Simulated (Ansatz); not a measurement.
# WSe2: stress in a strained cell

WSe2 is deformed so: equal xx and yy strain of +2 %. What stress and forces result, by LAPW, PAW and all-electron datasets made for the crystal?

Computed with Ansatz 0.2.0 (DFT PBEsol, scalar-relativistic, unless a step's input says otherwise).

**1. The structure to begin with**

It takes space group P6_3/mmc (No. 194, hexagonal). Conventional cell: a = 3.290 Å, b = 3.290 Å, c = 12.970 Å, α = 90.00°, β = 90.00°, γ = 120.00°. W (site symmetry -6m2) is surrounded by 6 Se at 2.53 Å. Se (site symmetry 3m) has 3 W at 2.53 Å as nearest neighbours.

Structure file:

```cif
data_structure
_symmetry_space_group_name_H-M 'P6_3/mmc'
_symmetry_Int_Tables_number 194
_cell_length_a 3.2900
_cell_length_b 3.2900
_cell_length_c 12.9700
_cell_angle_alpha 90.000
_cell_angle_beta 90.000
_cell_angle_gamma 120.000
_cell_volume 121.58
loop_
_atom_site_label
_atom_site_type_symbol
_atom_site_symmetry_multiplicity
_atom_site_Wyckoff_symbol
_atom_site_fract_x
_atom_site_fract_y
_atom_site_fract_z
_atom_site_occupancy
W1 W 2 c 0.33333 0.66667 0.25000 1
Se1 Se 4 f 0.33333 0.66667 0.62100 1
```

The file gives the conventional cell by its symmetry; the runs use the cell typed in the input.

Atoms are numbered in the order of the input: W1, W2, Se3, Se4, Se5, Se6.

**2. The deformed structure**

Space group P6_3/mmc before, P6_3/mmc after.

**3. Full-potential LAPW**

The input, input.yaml:

```yaml
crystal:
  lattice:
    - [3.3557984195, 0.0, 0.0]
    - [-1.6778992097, 2.9062066812, 0.0]
    - [0.0, 0.0, 12.97]
  atoms:
    - { symbol: W, position: [0.3333333333, 0.6666666667, 0.25] }
    - { symbol: W, position: [0.6666666667, 0.3333333333, 0.75] }
    - { symbol: Se, position: [0.3333333333, 0.6666666667, 0.621] }
    - { symbol: Se, position: [0.6666666667, 0.3333333333, 0.121] }
    - { symbol: Se, position: [0.3333333333, 0.6666666667, 0.879] }
    - { symbol: Se, position: [0.6666666667, 0.3333333333, 0.379] }
kpoints:
  mp_grid: { grid: [11, 11, 3] }
  band_path:
    path:
      - [0.0, 0.0, 0.0]
      - [0.5, 0.0, 0.0]
      - [0.3333333333, 0.3333333333, 0.0]
      - [0.0, 0.0, 0.0]
      - [0.0, 0.0, 0.5]
      - [0.5, 0.0, 0.5]
      - [0.3333333333, 0.3333333333, 0.5]
      - [0.0, 0.0, 0.5]
      - [0.5, 0.0, 0.5]
    npoints: 5
scf:
  occupations: { method: fermi_dirac, width: 0.08 }
hamiltonian:
  xc: pbesol
  pseudopotentials: { kind: all_electron, lapw: { basis_error: 0.0005 } }
output:
  forces: true
  stress: true
  eigenvalues: true
```

Started as:

```bash
$ ansatz run input.yaml --threads 2 --pin off --max-ram 8192MiB --backend cpu --events-out ev --progress --plain --runs-dir out
```

**4. PAW with frozen cores**

input.yaml, as its differences from that of step 3:

```diff
@@ -14,14 +14,2 @@
   mp_grid: { grid: [11, 11, 3] }
-  band_path:
-    path:
-      - [0.0, 0.0, 0.0]
-      - [0.5, 0.0, 0.0]
-      - [0.3333333333, 0.3333333333, 0.0]
-      - [0.0, 0.0, 0.0]
-      - [0.0, 0.0, 0.5]
-      - [0.5, 0.0, 0.5]
-      - [0.3333333333, 0.3333333333, 0.5]
-      - [0.0, 0.0, 0.5]
-      - [0.5, 0.0, 0.5]
-    npoints: 5
 scf:
@@ -30,3 +18,3 @@
   xc: pbesol
-  pseudopotentials: { kind: all_electron, lapw: { basis_error: 0.0005 } }
+  pseudopotentials: { kind: paw }
 output:
@@ -35 +23,2 @@
   eigenvalues: true
+  efg: { contact_densities: true }
```

**5. Datasets made for this crystal**

input.yaml, as its differences from that of step 4:

```diff
@@ -18,3 +18,3 @@
   xc: pbesol
-  pseudopotentials: { kind: paw }
+  pseudopotentials: { kind: all_electron, datasets: crystal }
 output:
```

(Steps that only read results are left out.)

**Question.** What will these runs give? Wanted: pressure; largest shear or deviatoric stress.

The runs gave:

| quantity | value |
| --- | --- |
| pressure | LAPW -5.91, PAW -5.95, crystal datasets -5.91 GPa |
| largest shear or deviatoric stress (LAPW) | 1.96 GPa |

**Reading.** The largest part of the stress beyond the pressure is 1.96 GPa in size, in the zz component; the atoms are carried along and not relaxed. No run of the undeformed cell stands beside it, so the pressure holds what the given cell had before the change. PAW: stress within 0.05 GPa of LAPW, forces within 5 meV/Å. Crystal datasets: stress within 0.01 GPa of LAPW, forces within 1 meV/Å. Spin-orbit coupling is left out, though the cell holds W; in elements this heavy it can shift bands and gaps by tenths of an eV.
